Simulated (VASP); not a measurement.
# Au (P6_3/mmc) in VASP: a series of runs, part 2 of 2

VASP 6.6.1. Earlier steps stand in the parts before.

## 4. Single point, PBEsol+D3 (cell strained at random at fixed volume)

File INCAR:

```
SYSTEM = Au
  PREC = Accurate
  ENCUT = 600
  EDIFF = 1E-7
  ISMEAR = 1
  SIGMA = 0.1
  LREAL = .False.
  LASPH = .True.
  NELM = 80
  ALGO = Normal
  ISIF = 2
  LWAVE = .False.
  LCHARG = .True.
  GGA = PS
  IVDW = 11
  LELF = .True.
  LVHAR = .True.
  NBANDS = 26
```

File KPOINTS:

```
Automatic mesh
0
Gamma
  11 11 6
  0 0 0
```

File POSCAR:

```
Au
1.0
    3.0187660000      0.0412830000      0.0404690000
   -1.4736310000      2.3874160000     -0.0455310000
    0.0680990000     -0.0491530000      4.8917810000
Au
2
Direct
    0.6666666667      0.3333333333      0.2500000000
    0.3333333333      0.6666666667      0.7500000000
```

Potentials or basis: VASP PAW PBE potentials, release 64 (Au_sv_GW).

Launch:

```
$ cat potpaw_PBE.64/Au_sv_GW/POTCAR > POTCAR
$ mpirun -np 1 vasp_std > vasp.out
```

OUTCAR:

```text
SYSTEM = Au
   PREC = Accurate
   ENCUT = 600
   EDIFF = 1E-7
   ISMEAR = 1
   LREAL = .False.
   LASPH = .True.
   NELM = 80
   ISIF = 2
   GGA = PS
   IVDW = 11
 IVDW          = 11

 ion  position               nearest neighbor table
   1  0.667  0.333  0.250-   2 2.90   2 2.93   2 2.95   2 2.98   2 3.02   2 3.02
   2  0.333  0.667  0.750-   1 2.90   1 2.93   1 2.95   1 2.98   1 3.02   1 3.02

  LATTYP: Found a triclinic cell.
 ALAT       =     2.8059608966
 B/A-ratio  =     1.0258693909
 C/A-ratio  =     1.7436101501
 COS(alpha) =     0.0027634053
 COS(beta)  =     0.0320821470
 COS(gamma) =     0.4359965561

  Lattice vectors:

 A1 = (  -1.4736310000,   2.3874160000,  -0.0455310000)
 A2 = (   1.5451350000,   2.4286990000,  -0.0050620000)
 A3 = (  -0.0680990000,   0.0491530000,  -4.8917810000)

Analysis of symmetry for initial positions (statically):
=====================================================================
 Subroutine PRICEL returns:
 Original cell was already a primitive cell.

 Routine SETGRP: Setting up the symmetry group for a
 triclinic supercell.

 Subroutine GETGRP returns: Found  2 space group operations
 (whereof  2 operations were pure point group operations)
[... 162 lines left out ...]

  energy without entropy =       -6.58482057  energy(sigma->0) =       -6.58480883

 E-fermi :   7.9034     XC(G=0): -13.2323

 val. band max:        7.9026368648   @ k =  -0.4545  -0.2727   0.1667
 cond. band min:       7.9087869416   @ k =   0.4545   0.1818   0.0000
 fundamental gap:      0.0061500768
 Fermi energy:         7.9034274536

 k-point     1 :       0.0000    0.0000    0.0000
  band No.  band energies     occupation
      1     -97.5874      2.00000
      2     -97.5795      2.00000
      3     -48.9356      2.00000
      4     -48.7902      2.00000
      5     -48.7825      2.00000
      6     -48.7704      2.00000
[... 685 lines left out ...]
     25      21.2221      0.00000
     26      22.5459      0.00000

 [... further k-points ...]

------------------------ aborting loop because EDIFF is reached ----------------------------------------

 Edisp (eV)   -1.06617

 E8    (eV) :    -0.6607

  FORCE on cell =-STRESS in cart. coord.  units (eV):
  Direction    XX          YY          ZZ          XY          YZ          ZX
  --------------------------------------------------------------------------------------
  -------------------------------------------------------------------------------------
  Total      -2.48210    -1.62729    -2.45759    -0.38907     0.00800     0.04255
  in kB    -111.88799   -73.35468  -110.78330   -17.53864     0.36042     1.91810
  external pressure =      -98.68 kB  Pullay stress =        0.00 kB

 VOLUME and BASIS-vectors are now :
 -----------------------------------------------------------------------------
  energy-cutoff  :      600.00
  volume of cell :       35.54
      direct lattice vectors                 reciprocal lattice vectors
     3.018766000  0.041283000  0.040469000     0.328522732  0.202732076 -0.002536332
    -1.473631000  2.387416000 -0.045531000    -0.005737843  0.415402351  0.004253873
     0.068099000 -0.049153000  4.891781000    -0.002771227  0.002189248  0.204485100

 POSITION                                       TOTAL-FORCE (eV/Angst)
 -----------------------------------------------------------------------------------
      1.53833      0.81104      1.23475         0.028883      0.040248      0.010254
      0.07491      1.56851      3.65197        -0.028883     -0.040248     -0.010254
 -----------------------------------------------------------------------------------
    total drift:                                0.000000     -0.000000     -0.000000

  FREE ENERGIE OF THE ION-ELECTRON SYSTEM (eV)
  ---------------------------------------------------
  free  energy   TOTEN  =        -7.6509769569 eV

  energy  without entropy=       -7.6509945743  energy(sigma->0) =       -7.65098283
```

stdout:

```text
POSCAR found type information on POSCAR Au
 POSCAR found :  1 types and       2 ions
 scaLAPACK will be used
 -----------------------------------------------------------------------------
|                                                                             |
|                                                                             |
|     You enforced a specific xc type in the INCAR file but a different       |
|     I HOPE YOU KNOW WHAT YOU ARE DOING!                                     |
|                                                                             |
 -----------------------------------------------------------------------------

 LDA part: xc-table for (Slater+PW92), standard interpolation
 POSCAR, INCAR and KPOINTS ok, starting setup
 FFT: planning ... GRIDC
 FFT: planning ... GRID_SOFT
 FFT: planning ... GRID
 WAVECAR not read
 entering main loop
```

Run time: 9.4 min. Hardware: 1 thread of AMD EPYC 7R43 (Zen 3), shared host; peak memory 0.41 GiB.

What came out:

```
Free energy                : -7.6510 eV
Pressure                   : -9.9 GPa
Largest force              : 0.051 eV/Å
Band gap on the k mesh     : none (metal or under the smearing width)
Dispersion energy per atom : -0.533 eV
```

Forces on the atoms (eV/Å):
```
Au   0.029  0.040  0.010
Au  -0.029 -0.040 -0.010
```

Levels at points of the mesh, in eV from the Fermi level:
```
           k point  band 17  band 18  band 19  band 20  band 21  band 22
(0.00, 0.00, 0.00)    -3.21    -2.18    -1.98    -0.97     2.47    14.42
(0.00, 0.00, 0.50)    -2.67    -2.63    -2.34    -2.32    10.29    10.29
```

Caveat: the PAW data sets were made with another functional, which shifts forces and pressure a little; pairwise dispersion overbinds metals, which lowers pressure and volume. Spin-orbit coupling is left out, which matters for the levels of Au.
